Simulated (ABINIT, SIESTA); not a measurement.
An ABINIT input for a self-consistent single point of BeO (P6_3mc, 8 atoms in the cell) (DFT, LDA (PW92), plane waves, norm-conserving pseudopotentials (PseudoDojo nc-sr-04 LDA standard)):

```
# BeO, PseudoDojo nc-sr-04 LDA standard
pp_dirpath "./"
pseudos "Be.upf, O.upf"
acell 3*1.0
rprim
         5.1349742881    0.0000003094    0.0000000000
        -2.5674874120    4.4470180266    0.0000000000
         0.0000000000    0.0000000000   16.8105897546
natom 8
ntypat 2
znucl 4 8
typat 1 1 1 1 2 2 2 2
xred
         0.0000000000    0.0000000000    0.0000000000
         0.0000000000    0.0000000000    0.5000000000
         0.6666666667    0.3333333333    0.7501800000
         0.3333333333    0.6666666667    0.2501800000
         0.0000000000    0.0000000000    0.8121600000
         0.0000000000    0.0000000000    0.3121600000
         0.6666666667    0.3333333333    0.5632900000
         0.3333333333    0.6666666667    0.0632900000
ecut 44
occopt 7
tsmear 0.2 eV
nband 27
kptopt 1
ngkpt 14 14 4
nshiftk 1
shiftk 0 0 0
nstep 60
tolvrs 1.0e-10
prtwf 0
prtden 0
prtvol 1
enunit 2
```

Translate this input to SIESTA.

This is the input that was run; spellings and numerical settings could be chosen otherwise.

```
# files in the folder: Be.psml O.psml (PseudoDojo LDA standard)
SystemName  BeO
SystemLabel siesta

NumberOfAtoms                8
NumberOfSpecies              2
%block ChemicalSpeciesLabel
  1 4 Be
  2 8 O
%endblock ChemicalSpeciesLabel
LatticeConstant              2.717311 Ang
%block LatticeVectors
     1.000000000    0.000000000    0.000000000
    -0.500000184    0.866025641    0.000000000
     0.000000000    0.000000000    3.273744154
%endblock LatticeVectors
AtomicCoordinatesFormat      Bohr
%block AtomicCoordinatesAndAtomicSpecies
     0.000000000    0.000000000    0.000000000  1
     0.000000000    0.000000000    8.405294877  1
     2.567489045    1.482338114   12.610968222  1
    -0.000003197    2.964680676    4.205673345  1
     0.000000000    0.000000000   13.652888575  2
     0.000000000    0.000000000    5.247593698  2
     2.567489045    1.482338114    9.469237103  2
    -0.000003197    2.964680676    1.063942226  2
%endblock AtomicCoordinatesAndAtomicSpecies

XC.functional                LDA
XC.authors                   PW92
PAO.BasisSize                DZP
PAO.EnergyShift              0.01 Ry
PAO.Polarization.NonPerturbative true
MeshCutoff                   350 Ry
%block kgrid.MonkhorstPack
   14   0   0  0.0
    0  14   0  0.0
    0   0   4  0.0
%endblock kgrid.MonkhorstPack
OccupationFunction           MP
OccupationMPOrder            0
ElectronicTemperature        2320.9 K

MaxSCFIterations             150
SCF.Mixer.Method             Pulay
SCF.Mixer.Weight             0.25
SCF.Mixer.History            8
SCF.DM.Tolerance             1.0E-05
Diag.ParallelOverK           true
WriteForces                  true
```

Basis settings and potentials, where a program has them, do not carry over. This input uses DFT, LDA PW92, numerical atomic orbitals DZP, PseudoDojo LDA standard norm-conserving potentials (rewritten from UPF to PSML). LDA parametrisations can differ slightly between programs.

The starting cell was generated: these elements placed on a structure prototype, without a prior relaxation; it need not be a known phase or ordering of this composition. Its lattice was rescaled by a random factor within 2.5 % of one.
